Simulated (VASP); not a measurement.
Method: PBE GGA, VASP's PBE PAW potentials (set 64) (plane waves; VASP).

VASP input:

**INCAR**
```
ALGO = Normal
AMIX = 1.0
BMIX = 1.0
EDIFF = 1E-6
ENCUT = 520
GGA = PE
IMIX = 4
ISIF = 2
ISMEAR = 0
LASPH = .TRUE.
LCHARG = .FALSE.
LREAL = .FALSE.
LWAVE = .FALSE.
NELM = 100
PREC = Accurate
SIGMA = 0.05
SYSTEM = CaF2
```

POSCAR:
```
CaF2
1
    0.0000000000     2.7846000000     2.7846000000
    2.7846000000     0.0000000000     2.7846000000
    2.7846000000     2.7846000000     0.0000000000
Ca F
1 2
Direct
  0.0000000000   0.0000000000   0.0000000000
  0.2500000000   0.2500000000   0.2500000000
  0.7500000000   0.7500000000   0.7500000000
```

**KPOINTS**
```
kpoints
0
G
6 6 6
0 0 0
```

POTCAR, in this order: Ca_sv F (PBE.64 set). Program: vasp_std.

The run wrote:

File OSZICAR:
```
       N       E                     dE             d eps       ncg     rms          rms(c)
DAV:   1     0.217623008867E+03    0.21762E+03   -0.13762E+04   520   0.149E+03
DAV:   2    -0.934917813051E+01   -0.22697E+03   -0.22198E+03   664   0.383E+02
DAV:   3    -0.183160791354E+02   -0.89669E+01   -0.89622E+01   544   0.864E+01
DAV:   4    -0.186536541514E+02   -0.33758E+00   -0.33750E+00   928   0.131E+01
DAV:   5    -0.186557302647E+02   -0.20761E-02   -0.20761E-02   536   0.108E+00    0.806E+00
DAV:   6    -0.205135204681E+02   -0.18578E+01   -0.49340E+01   576   0.480E+01    0.139E+01
DAV:   7    -0.172854095247E+02    0.32281E+01   -0.24991E+01   592   0.392E+01    0.107E+00
DAV:   8    -0.173272633051E+02   -0.41854E-01   -0.58839E-01   576   0.692E+00    0.656E-01
DAV:   9    -0.173292420746E+02   -0.19788E-02   -0.16523E-02   656   0.135E+00    0.308E-01
DAV:  10    -0.173334509206E+02   -0.42088E-02   -0.20654E-03   656   0.429E-01    0.104E-01
DAV:  11    -0.173347393683E+02   -0.12884E-02   -0.66975E-04   864   0.163E-01    0.236E-02
DAV:  12    -0.173349162954E+02   -0.17693E-03   -0.12535E-04   896   0.568E-02    0.103E-02
DAV:  13    -0.173349264792E+02   -0.10184E-04   -0.64077E-06   896   0.161E-02    0.538E-03
DAV:  14    -0.173349283556E+02   -0.18765E-05   -0.46603E-06   864   0.120E-02    0.748E-04
DAV:  15    -0.173349279930E+02    0.36263E-06   -0.15605E-07   288   0.348E-03
   1 F= -.17334928E+02 E0= -.17334928E+02  d E =-.140443E-11
```

OUTCAR:
```
------------------------ aborting loop because EDIFF is reached ----------------------------------------
  FORCE on cell =-STRESS in cart. coord.  units (eV):
  Direction    XX          YY          ZZ          XY          YZ          ZX
  --------------------------------------------------------------------------------------
  Total       -0.5717515     -0.5717515     -0.5717515     -0.0000000      0.0000000      0.0000000
  in kB      -21.2128701    -21.2128701    -21.2128701     -0.0000000      0.0000000      0.0000000
  external PRESSURE =     -21.2128701 kB  Pullay stress =       0.0000000 kB
  volume of cell :       43.18
      direct lattice vectors                 reciprocal lattice vectors
     0.000000000  2.784600000  2.784600000    -0.179559003  0.179559003  0.179559003
     2.784600000  0.000000000  2.784600000     0.179559003 -0.179559003  0.179559003
     2.784600000  2.784600000  0.000000000     0.179559003  0.179559003 -0.179559003
 POSITION                                       TOTAL-FORCE (eV/Angst)
 -----------------------------------------------------------------------------------
      0.00000      0.00000      0.00000        -0.000000     -0.000000     -0.000000
      1.39230      1.39230      1.39230         0.000000      0.000000      0.000000
      4.17690      4.17690      4.17690        -0.000000     -0.000000     -0.000000
 -----------------------------------------------------------------------------------
    total drift:                                0.000000     -0.000000      0.000000
  FREE ENERGIE OF THE ION-ELECTRON SYSTEM (eV)
  ---------------------------------------------------
  free  energy   TOTEN  =       -17.3349279930 eV

  energy  without entropy=      -17.3349279930  energy(sigma->0) =      -17.33492799
```
(Selected blocks of OUTCAR.)

The compound is CaF2 in the fluorite structure. The cell was not relaxed at this level. The run is one of a series of settings (AMIX = 1.0, BMIX = 1.0, IMIX = 4 against the base run), some of them coarse on purpose.
